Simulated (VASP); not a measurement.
# NaI (R-3m) in VASP: a series of runs

Runs on NaI. Level: r2SCAN. Tasks: single point.

Program: VASP 6.6.1. These are calculated values, not measurements. Logs are shortened: lines on timing, memory, paths and dates and some standing lists are left out, and cuts for length are marked.

### Step 1. The structure

The structure is trigonal, space group R-3m (No. 166). The conventional cell has a = 4.832 Å, b = 4.832 Å, c = 10.060 Å, α = 90.00°, β = 90.00°, γ = 120.00°. Na (site symmetry -3m) is surrounded by 6 I at 3.25 Å. I (site symmetry -3m) has 6 Na at 3.25 Å as nearest neighbours.

Measurements of this composition are mostly on another form, of space group No. 225.

### Step 2. Single point, r2SCAN

POSCAR reads:

```
NaI
1.0
   -0.3416561300      3.0749051701      3.0749051701
    3.0749051701     -0.3416561300      3.0749051701
    3.0749051701      3.0749051701     -0.3416561300
Na I
1 1
Direct
    0.0000000000      0.0000000000      0.0000000000
    0.5000000000      0.5000000000      0.5000000000
```

INCAR.step1 reads:

```
PREC = Accurate ; ENCUT = 520
ISMEAR = 0 ; SIGMA = 0.05
LREAL = F ; LASPH = T
NELM = 100 ; NBANDS = 14
GGA = PE ; ALGO = Normal
EDIFF = 1E-4 ; LWAVE = T
LCHARG = F
```

INCAR.step2 reads:

```
PREC = Accurate ; ENCUT = 520
EDIFF = 1E-6 ; ISMEAR = 0
SIGMA = 0.05 ; LREAL = F
LASPH = T ; NELM = 100
ALGO = Normal ; ISIF = 2
LWAVE = F ; LCHARG = T
METAGGA = R2SCAN ; LMIXTAU = T
LELF = T ; LVHAR = T
NBANDS = 14 ; ISTART = 1
```

KPOINTS reads:

```
regular mesh
0
Gamma
  8 8 8
```

Potentials or basis: VASP PAW PBE potentials, release 64 (Na_pv, I).

On the command line:

```bash
> cat potpaw_PBE.64/Na_pv/POTCAR potpaw_PBE.64/I/POTCAR > POTCAR
> cp INCAR.step1 INCAR
> mpirun -np 1 vasp_std > vasp.out
> cp INCAR.step2 INCAR
> mpirun -np 1 vasp_std > vasp.out
```

OUTCAR:

```text
PREC = Accurate
   ENCUT = 520
   EDIFF = 1E-6
   ISMEAR = 0
   LREAL = F
   LASPH = T
   NELM = 100
   ISIF = 2
   METAGGA = R2SCAN
   ISTART = 1

 ion  position               nearest neighbor table
   1  0.000  0.000  0.000-
   2  0.500  0.500  0.500-

  LATTYP: Found a trigonal (rhomboedric) cell.
 ALAT       =     4.3619734664
 COS(alpha) =     0.3865030675

  Lattice vectors:

 A1 = (  -0.3416561300,   3.0749051701,   3.0749051701)
 A2 = (   3.0749051701,  -0.3416561300,   3.0749051701)
 A3 = (   3.0749051701,   3.0749051701,  -0.3416561300)

Analysis of symmetry for initial positions (statically):
=====================================================================
 Subroutine PRICEL returns:
 Original cell was already a primitive cell.

 Routine SETGRP: Setting up the symmetry group for a
 trigonal (rhombohedral) supercell.

 Subroutine GETGRP returns: Found 12 space group operations
 (whereof 12 operations were pure point group operations)
 out of a pool of 12 trial point group operations.

The static configuration has the point symmetry D_3d.

Analysis of symmetry for dynamics (positions and initial velocities):
=====================================================================
 Subroutine PRICEL returns:
 Original cell was already a primitive cell.

 Routine SETGRP: Setting up the symmetry group for a
 trigonal (rhombohedral) supercell.

 Subroutine GETGRP returns: Found 12 space group operations
 (whereof 12 operations were pure point group operations)
 out of a pool of 12 trial point group operations.

The dynamic configuration has the point symmetry D_3d.

 Subroutine INISYM returns: Found 12 space group operations
 (whereof 12 operations are pure point group operations),
 and found     1 'primitive' translations

----------------------------------------------------------------------------------------

                                     Primitive cell

  volume of cell :      67.7980

  direct lattice vectors                    reciprocal lattice vectors
    -0.341656130  3.074905170  3.074905170    -0.137737390  0.154954563  0.154954563
     3.074905170 -0.341656130  3.074905170     0.154954563 -0.137737390  0.154954563
     3.074905170  3.074905170 -0.341656130     0.154954563  0.154954563 -0.137737390

  length of vectors
     4.361973466  4.361973466  4.361973466     0.258830875  0.258830875  0.258830875

  position of ions in fractional coordinates (direct lattice)
     0.000000000  0.000000000  0.000000000
     0.500000000  0.500000000  0.500000000

  ion indices of the primitive-cell ions
   primitive index   ion index
                 1           1
                 2           2

----------------------------------------------------------------------------------------

 KPOINTS: regular mesh

Automatic generation of k-mesh.
 Grid dimensions read from file:
 generate k-points for:    8    8    8

 Generating k-lattice:

  Cartesian coordinates                     Fractional coordinates (reciprocal lattice)
    -0.017217174  0.019369320  0.019369320     0.125000000 -0.000000000 -0.000000000
     0.019369320 -0.017217174  0.019369320    -0.000000000  0.125000000 -0.000000000
     0.019369320  0.019369320 -0.017217174    -0.000000000 -0.000000000  0.125000000

  Length of vectors
     0.032353859  0.032353859  0.032353859

  Shift w.r.t. Gamma in fractional coordinates (k-lattice)
     0.000000000  0.000000000  0.000000000

 Subroutine IBZKPT returns following result:
 ===========================================

 Found     65 irreducible k-points:

 Following reciprocal coordinates:
            Coordinates               Weight
  0.000000  0.000000  0.000000      1.000000
  0.125000  0.000000  0.000000      6.000000
  0.250000  0.000000  0.000000      6.000000
  0.375000  0.000000  0.000000      6.000000
  0.500000  0.000000  0.000000      3.000000
  0.125000  0.125000  0.000000      6.000000
[... 16 lines left out ...]
  0.250000  0.125000  0.125000      6.000000
  0.375000  0.125000  0.125000      6.000000
 [... further k-points ...]
   k-points           NKPTS =     65   k-points in BZ     NKDIM =     65   number of bands    NBANDS=     14
   number of dos      NEDOS =    301   number of ions     NIONS =      2
   total plane-waves  NPLWV =  32768
   dimension x,y,z NGX =    32 NGY =   32 NGZ =   32
   dimension x,y,z NGXF=    64 NGYF=   64 NGZF=   64
   ions per type =               1   1
   NGX,Y,Z   is equivalent  to a cutoff of  12.20, 12.20, 12.20 a.u.
   NGXF,Y,Z  is equivalent  to a cutoff of  24.39, 24.39, 24.39 a.u.
 SYSTEM =  unknown system
   PREC   = accura    normal or accurate (medium, high low for compatibility)
   ISTART =      1    job   : 0-new  1-cont  2-samecut
   ICHARG =      0    charge: 1-file 2-atom 10-const
   ISPIN  =      1    spin polarized calculation?
   LNONCOLLINEAR =      F non collinear calculations
   LSORBIT =      F    spin-orbit coupling
   LASPH  =      T    aspherical Exc in radial PAW
   ENCUT  =  520.0 eV  38.22 Ry    6.18 a.u.   8.11  8.11  8.11*2*pi/ulx,y,z
   NELM   =    100;   NELMIN=  2; NELMDL=  0     # of ELM steps
   EDIFF  = 0.1E-05   stopping-criterion for ELM
   LREAL  =      F    real-space projection
   EDIFFG = 0.1E-04   stopping-criterion for IOM
   NSW    =      0    number of steps for IOM
   IBRION =     -1    ionic relax: 0-MD 1-quasi-New 2-CG
   NFREE  =      0    steps in history (QN), initial steepest desc. (CG)
   ISIF   =      2    stress and relaxation
   ISYM   =      2    0-nonsym 1-usesym 2-fastsym
   POTIM  = 0.5000    time-step for ionic-motion
   TEBEG  =    0.0;   TEEND  =   0.0 temperature during run
   PSTRESS=    0.0 pullay stress
   NELECT =      14.0000    total number of electrons
   NUPDOWN=      -1.0000    fix difference up-down
   EMIN   =  10.00;   EMAX   =-10.00  energy-range for DOS
   EFERMI =   0.00;   METHOD = LEGACY
   ISMEAR =     0;   SIGMA  =   0.05  broadening in eV -4-tet -1-fermi 0-gaus
   EFERMI_NEDOS =   21; number of points for ismear=-14 and -15
   IALGO  =     38    algorithm
   IMIX   =      4    mixing-type and parameters
     AMIX     =   0.40;   BMIX     =  1.00
     AMIX_MAG =   1.60;   BMIX_MAG =  1.00
  volume/ion in A,a.u.               =      33.90       228.76
  Fermi-wavevector in a.u.,A,eV,Ry     =   0.967636  1.828567 12.739397  0.936319
  Thomas-Fermi vector in A             =   2.097538
   LORBIT       =      0    0 simple, 1 ext, 2 COOP (PROOUT), +10 PAW based schemes
   METAGGA = R2SCAN    functional components
   LHFCALC =     F    Hartree Fock is set to
   AEXX    =    0.0000 exact exchange contribution
   IVDW    =     0    specifies the selected vdW correction
   LEPSILON=     F    determine dielectric tensor
   LRPA    =     F    only Hartree local field effects (RPA)
 non-spin polarized calculation
 Gauss-broadening in eV      SIGMA  =   0.05
  energy-cutoff  :      520.00
  volume of cell :       67.80
 maximum number of plane-waves:      1848
   NGX = 17   NGY = 17   NGZ = 17

 number of electron      14.0000014 magnetization

 Free energy of the ion-electron system (eV)
  ---------------------------------------------------
  ext. energy  EPLUGINS =         0.00000000
  ---------------------------------------------------
  free energy    TOTEN  =       -31.03386848 eV

  energy without entropy =      -31.03386848  energy(sigma->0) =      -31.03386848

 E-fermi :   1.1123     XC(G=0):  -8.0709

 val. band max:        0.9150573534   @ k =   0.0000   0.0000   0.0000
 cond. band min:       4.8207094095   @ k =   0.0000   0.0000   0.0000
 fundamental gap:      3.9056520561
 Fermi energy:         1.1122952113

 k-point     1 :       0.0000    0.0000    0.0000
  band No.  band energies     occupation
      1     -22.8216      2.00000
      2     -22.8079      2.00000
      3     -22.8079      2.00000
      4     -10.8339      2.00000
      5       0.3442      2.00000
      6       0.3442      2.00000
      7       0.9151      2.00000
      8       4.8207      0.00000
      9       8.4034      0.00000
     10       8.4034      0.00000
     11      10.5461      0.00000
     12      11.0031      0.00000
     13      11.0031      0.00000
     14      11.5910      0.00000

 k-point     2 :       0.1250    0.0000    0.0000
  band No.  band energies     occupation
      1     -22.8218      2.00000
      2     -22.8084      2.00000
      3     -22.8079      2.00000
      4     -10.7920      2.00000
      5      -0.0397      2.00000
      6       0.3253      2.00000
      7       0.8162      2.00000
      8       5.2998      0.00000
      9       8.3552      0.00000
     10       8.5595      0.00000
     11      10.4488      0.00000
     12      10.4666      0.00000
     13      10.7805      0.00000
     14      12.4318      0.00000

 k-point     3 :       0.2500    0.0000    0.0000
  band No.  band energies     occupation
      1     -22.8225      2.00000
      2     -22.8097      2.00000
      3     -22.8078      2.00000
      4     -10.6872      2.00000
      5      -0.8374      2.00000
      6       0.2813      2.00000
      7       0.6919      2.00000
      8       6.0581      0.00000
      9       8.4642      0.00000
     10       8.7186      0.00000
     11      10.0833      0.00000
     12      10.2076      0.00000
     13      11.4789      0.00000
     14      12.1233      0.00000
[... 324 lines left out ...]
 k-point    23 :       0.2500    0.1250    0.1250
  band No.  band energies     occupation
      1     -22.8232      2.00000
      2     -22.8088      2.00000
      3     -22.8079      2.00000
      4     -10.6922      2.00000
      5      -0.4104      2.00000
      6       0.2888      2.00000
      7       0.3972      2.00000
      8       5.9371      0.00000
      9       8.2736      0.00000
     10       8.8873      0.00000
     11       9.3988      0.00000
     12       9.5694      0.00000
     13      11.0147      0.00000
     14      12.7939      0.00000

 k-point    24 :       0.3750    0.1250    0.1250
  band No.  band energies     occupation
      1     -22.8239      2.00000
      2     -22.8100      2.00000
      3     -22.8078      2.00000
      4     -10.5840      2.00000
      5      -1.1447      2.00000
      6       0.2454      2.00000
      7       0.3264      2.00000
      8       6.6570      0.00000
      9       8.0842      0.00000
     10       8.8485      0.00000
     11       9.1497      0.00000
     12       9.5944      0.00000
     13      12.8333      0.00000
     14      13.2591      0.00000

 [... further k-points ...]
[... 5 lines left out ...]
  --------------------------------------------------------------------------------------
  -------------------------------------------------------------------------------------
  Total       -0.0485773     -0.0485773     -0.0485773      0.2871914      0.2871914      0.2871914
  in kB       -1.1479627     -1.1479627     -1.1479627      6.7868063      6.7868063      6.7868063
  external PRESSURE =      -1.1479627 kB  Pullay stress =       0.0000000 kB

 VOLUME and BASIS-vectors are now :
 -----------------------------------------------------------------------------
  energy-cutoff  :      520.00
  volume of cell :       67.80
      direct lattice vectors                 reciprocal lattice vectors
    -0.341656130  3.074905170  3.074905170    -0.137737390  0.154954563  0.154954563
     3.074905170 -0.341656130  3.074905170     0.154954563 -0.137737390  0.154954563
     3.074905170  3.074905170 -0.341656130     0.154954563  0.154954563 -0.137737390

 POSITION                                       TOTAL-FORCE (eV/Angst)
 -----------------------------------------------------------------------------------
      0.00000      0.00000      0.00000         0.000000     -0.000000     -0.000000
      2.90408      2.90408      2.90408        -0.000000      0.000000      0.000000
 -----------------------------------------------------------------------------------
    total drift:                                0.000000     -0.000000     -0.000000

  FREE ENERGIE OF THE ION-ELECTRON SYSTEM (eV)
  ---------------------------------------------------
  free  energy   TOTEN  =       -31.0338684837 eV

  energy  without entropy=      -31.0338684837  energy(sigma->0) =      -31.03386848
```

It took 50 s on 1 thread of Intel Xeon 6975P-C (Granite Rapids), shared host; peak memory 0.22 GiB.

What came out:

```
Free energy            : -31.0339 eV
Pressure               : -0.1 GPa
Band gap on the k mesh : 3.91 eV, direct
```

Levels at points of the mesh, in eV from the valence-band top:
```csv
k point,band 5,band 6,band 7,band 8,band 9,band 10
"(0.00, 0.00, 0.00)",-0.57,-0.57,0.00,3.91,7.49,7.49
"(0.50, 0.00, 0.00)",-2.65,-0.69,-0.35,5.40,7.44,8.72
"(0.50, 0.50, 0.00)",-2.35,-1.49,-0.76,4.61,5.89,9.81
"(0.50, 0.50, 0.50)",-2.44,-1.06,-1.06,4.86,6.90,6.90
```

Caveat: the PAW data sets were made with another functional, which shifts forces and pressure a little; spin-orbit coupling is left out, which moves the levels of the heavy elements. r2SCAN opens gaps a little over a GGA but as a rule still falls short of measured ones.

(Part 1 of 2 ends here.)
